Q: This is a crystal of nothing but aluminium, yet I see twelve frequencies. How many different vibrations are there?

Zone-centre harmonic phonons of a five-atom aluminium cell (P-3m1, a = 2.866 Å, c = 11.651 Å), computed by linear response in Ansatz 0.2.0 with non-spin-polarised, scalar-relativistic PBE, PAW and plane waves. The cutoff is 420 eV, the k mesh 18×18×4 and the Fermi-Dirac smearing width 0.15 eV; the three uniform translations are left out.

| row | phonon frequency (cm^-1) | mode number |
| --- | --- | --- |
| 1 | 76.3 | 1 |
| 2 | 76.3 | 2 |
| 3 | 84.8 | 3 |
| 4 | 84.8 | 4 |
| 5 | 136.4 | 5 |
| 6 | 136.4 | 6 |
| 7 | 137.1 | 7 |
| 8 | 137.1 | 8 |
| 9 | 182.2 | 9 |
| 10 | 183.6 | 10 |
| 11 | 300.4 | 11 |
| 12 | 310.9 | 12 |

A: Eight. Five atoms with three directions each give fifteen motions, and three of these merely shift the whole crystal. Of the remaining twelve, rows 1 to 8 form four pairs of equal frequency. The crystal has a threefold axis along c, so a vibration within the plane has a partner at right angles to it that costs exactly the same energy. Rows 9 to 12 move atoms along the axis itself and have no such partner.

Q: Which motions are the fast ones, and why?

A: The fast ones are those along c. The cell is a stack of five flat layers with one atom of the cell in each, so in all these modes every layer moves as a rigid sheet and no bond within a layer changes length. What counts is how a layer moves against its neighbours. The computed displacements show that rows 1 to 8 slide the layers over one another, while rows 9 to 12 change the distances between them.

Imagine bonds that resist only stretching. If they stood upright between the layers, a small slide would not stretch them at all; if they lay almost flat, motion along c would hardly stretch them. Here each atom has three bonds to the next layer, rising on average $h=11.651/5=2.33$ Å and reaching sideways $t=2.866/\sqrt3=1.65$ Å. They are steep, so motion along c stretches them more.

The three bonds point sideways in directions 120° apart, so on average only half of $t^2$ counts for a slide in a given direction. The stiffness along c is therefore larger than that for sliding by the factor $h^2/(t^2/2)=2h^2/t^2$, which is close to 4. Frequency goes as the square root of stiffness, so the same pattern of layers should vibrate about twice as fast along c.

Q: Then why does each kind of motion have a slow group and a fast group?

A: Because the layers can move more or less in step with their neighbours. If all move together, no spring is strained and the frequency is zero. If neighbours move in opposite directions, the springs are strained most. Five layers in a repeating stack allow two cases in between: neighbours differ in phase by 72° or by 144°.

For layers of mass $M$ joined by equal springs $K$, Newton's equation gives an angular frequency $\omega$ with $M\omega^2=4K\sin^2(\pi m/5)$, where $m=1$ or 2 counts the waves that fit into the stack. The fast group should thus lie higher than the slow one by $\sin 72^\circ/\sin 36^\circ=1.62$. The group averages give 1.70 for sliding and 1.67 along c. Both are a little high, which is what a weak negative spring between layers two apart would be expected to do, since it softens the long wave more than the short one. These vibrations are, in effect, standing sound waves along the stack, with wavelengths short enough to fit into the cell.

Q: Can one spring constant really describe all twelve?

A: Roughly. Write a sliding frequency as $C\sin(\pi m/5)$ and multiply it by 1.99, the square root of the geometric stiffness ratio, for motion along c. A least-squares fit to all twelve rows gives $C=154$ cm⁻¹. For row 12, which was part of the fit, this means $154\times1.99\times0.951\approx291$ cm⁻¹, about 6% below the computed value.

The slowest modes fare worse: the model puts rows 1 and 2 at 90 cm⁻¹, 19% above the computed 76. It does get the order of the four groups right, including the less obvious point that even the slow motion along c is faster than the fast slide.

Q: What does the picture leave out?

A: First, part of the contrast between pressing and sliding. Adding up the squared frequencies for each direction of motion compares the total stiffnesses without assuming that all springs are equal. The ratio comes out at 5.0, about 27% above what bond geometry gives. Real bonds do not only resist stretching: they also respond to motion across the bond. A slide moves atoms mostly across these steep bonds and a press mostly along them, so a negative sideways constant of only a few percent of the stretching constant would soften the slide far more than the press and be enough to lift the ratio this much. Whether the conduction electrons, which may resist being squeezed between layers, lie behind the excess is not isolated here and remains a guess.

Second, equal springs would make rows 1 to 4 a single frequency, because a wave can be shifted along the stack at no cost. The real stacking is ABCBC, where the letters mark the sideways positions of the layers. Layers two apart lie straight above each other in BCB but not in ABC. The forces between layers therefore differ from place to place, and it matters where along the stack the wave has its largest strain. That allows the slow sliding group to split into 76.3 and 84.8 cm⁻¹. The layers are also not evenly spaced: the gaps run from 0.199 to 0.202 of c, the widest lying in the middle of the BCBC run. A wider gap is expected to mean a softer spring, and this is the likelier source of the splitting of the fast modes along c.

Q: What if I replaced aluminium by a heavier element?

A: Take the simplest case first: double every mass and leave the forces alone. All frequencies then fall by a factor of $\sqrt2$, the highest from 311 to 220 cm⁻¹, and their ratios stay as they are. A real substitution also changes the bonds, so mass alone does not predict the new spectrum. The steepness of the bonds would still favour faster motion along c in a similar close-packed stack.

Q: Which of these vibrations are awake at room temperature?

A: The slow ones fully, the fast ones only in part. The thermal energy at 300 K corresponds to about 209 cm⁻¹, in the middle of this range. On average the slowest mode then holds about 2.3 quanta and the fastest about 0.3. Ordinary aluminium is stacked differently, as ABC, so these particular frequencies belong to this hypothetical stacking.

Q: Which digits would you defend if I changed the settings?

A: I would defend the equal pairs, because symmetry demands them as long as the k mesh keeps the threefold axis. I would also defend the order of sliding and motion along c: at least 45 cm⁻¹ separates the two kinds, and bond geometry accounts for most of the contrast.

I would not defend the decimals. In a metal, the forces depend on how finely the partly filled electron states are sampled. This run converged without any warning, but the makers of the data found metals sensitive to the k mesh in tests on other systems, and the table rests on a single mesh. The smearing of 0.15 eV is also nearly six times the thermal energy at 300 K, so it is expected to blur any fine effect of the Fermi surface on the forces. Rows 5 and 7 differ by only 0.7 cm⁻¹ and rows 9 and 10 by 1.4, so their order could change with a denser mesh or another smearing. The splittings of 8.5 and 10.5 cm⁻¹ in the outer groups are larger, but their sizes also need that test before anyone builds an argument on them.
